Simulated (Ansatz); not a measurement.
NbP, 4 atoms in the cell. The structure is tetragonal, space group I4_1md (No. 109). Conventional cell: a = 3.350 Å, b = 3.350 Å, c = 11.480 Å, α = 90.00°, β = 90.00°, γ = 90.00°. Nb (site symmetry 2mm) is surrounded by 6 P at 2.55 Å. P (site symmetry 2mm) has 6 Nb at 2.55 Å as nearest neighbours. The cell is a database's computed one.

| Property | Result |
| --- | --- |
| Program | Ansatz 0.2.0 |
| Task | band structure |
| Functional | LDA |
| Potentials or basis | Ansatz PAW |
| Cutoff | 420 eV (not typed: the program's choice for these potentials) |
| k mesh | 11 × 11 × 11 |
| Occupations | fermi-dirac, width 0.05 eV |
| Spin | no spin polarisation |
| Hubbard terms | Nb d U = 4 eV |
| Path | [["G", "X", "Y", "S", "G", "Z", "S1", "N", "P", "Y1", "Z"], ["X", "P"]] |
| Points for each segment of the path | 14 |
| Hubbard projectors | ortho-atomic (the default) |
| Double counting | fll (the default) |

Potentials or basis: Ansatz PAW.

Command:

```sh
$ ansatz run input.yaml --threads 2 --pin off --max-ram 5632MiB --backend cpu --events-out ev --progress --plain --runs-dir out
```

Hardware: 2 threads of Arm Neoverse V1, with other jobs on the host.

**Question.** Estimate the wall time of this run.

**Answer.** It took 28 s on 2 threads of Arm Neoverse V1 (shared host), peak memory 0.56 GiB. Counts: scf iterations 8, plane waves 1231, k points 126, bands 28.
